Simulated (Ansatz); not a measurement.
Computed with DFT PBE, scalar-relativistic, plane waves, PAW in Ansatz. All cells share a 420 eV cutoff and Γ-centred k meshes spaced at most 0.3 Å⁻¹ (0.19 for metals, 2π included).

All energies are static (0 K, no zero-point motion). Only the structures computed here compete, so a lower one can exist. For metals, differences of a few meV/atom aren't resolved. No run is spin-polarised.

Which of these relaxed structures of Ca₂B₃ is the lowest in energy?
A.

```
Ca B
1.0
     1.63356    0.94314    8.06203
    -1.63356    0.94314    8.06203
     0.00000   -1.88627    8.06203
Ca B
2 3
Direct
  0.41453 0.41453 0.41453
  0.58547 0.58547 0.58547
  0.00000 0.00000 0.00000
  0.16647 0.16647 0.16647
  0.83353 0.83353 0.83353
```

B.

```
Ca B
1.0
     3.26159    0.00000    0.00000
    -1.63079    2.82462    0.00000
     0.00000    0.00000    8.65130
Ca B
2 3
Cartesian
  0.0000 1.8831 1.8538
  1.6308 0.9415 6.7975
  0.0000 0.0000 0.0000
  0.0000 1.8831 4.4115
  1.6308 0.9415 4.2398
```

A. The R-3m (No. 166) one; the other lies 291 meV/atom higher.